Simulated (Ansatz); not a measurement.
# Ge: the cost of one run

Computed with Ansatz 0.2.0 (DFT PBE, scalar-relativistic, plane waves, PAW, unless a step's input says otherwise).

## Step 1: Starting point

Symmetry: Cmme, No. 67, orthorhombic system. Conventional cell: a = 4.411 Å, b = 7.747 Å, c = 4.176 Å, α = 90.00°, β = 90.00°, γ = 90.00°. Ge (site symmetry mm2) is surrounded by 4 Ge at 2.44 to 2.51 Å. Ge (site symmetry 2/m) has 4 Ge at 2.21 to 2.44 Å as nearest neighbours.

Structure file:

```
Ge
1.0
     2.20541   -3.87331    0.00000
     2.20541    3.87331    0.00000
     0.00000    0.00000    4.17645
Ge
4
Direct
  0.75000 0.25000 0.35541
  0.25000 0.75000 0.64459
  0.00000 0.00000 0.00000
  0.50000 0.50000 0.00000
```

Recipe of the guess: 4-connected net of one element (Cmme, No. 67). The dimensions are guesses.

## Step 2: A first look at the guess

Input file input.yaml:

```yaml
crystal:
  lattice:
    - [2.20541112, -3.87330827, 0.0]
    - [2.20541112, 3.87330827, 0.0]
    - [0.0, 0.0, 4.17645076]
  atoms:
    - { symbol: Ge, position: [0.75, 0.25, 0.35540738] }
    - { symbol: Ge, position: [0.25, 0.75, 0.64459262] }
    - { symbol: Ge, position: [0.0, 0.0, 0.0] }
    - { symbol: Ge, position: [0.5, 0.5, 0.0] }
basis:
  ecutwfc: 420
kpoints:
  mp_grid: { grid: [4, 4, 4] }
hamiltonian:
  xc: pbe
scf:
  occupations: { method: gaussian, width: 0.1 }
  lower_state_search: "off"
output:
  forces: true
  stress: true
  eigenvalues: true
```

On the command line:

```console
$ ansatz run input.yaml --threads 1 --pin off --max-ram 2560MiB --backend cpu --events-out ev --progress --plain --runs-dir out
```

**Question.** How long does this run take on 1 thread of Arm Neoverse V1, shared host, and how much memory does it need?

About 2.8 s, with a peak of 0.32 GiB.
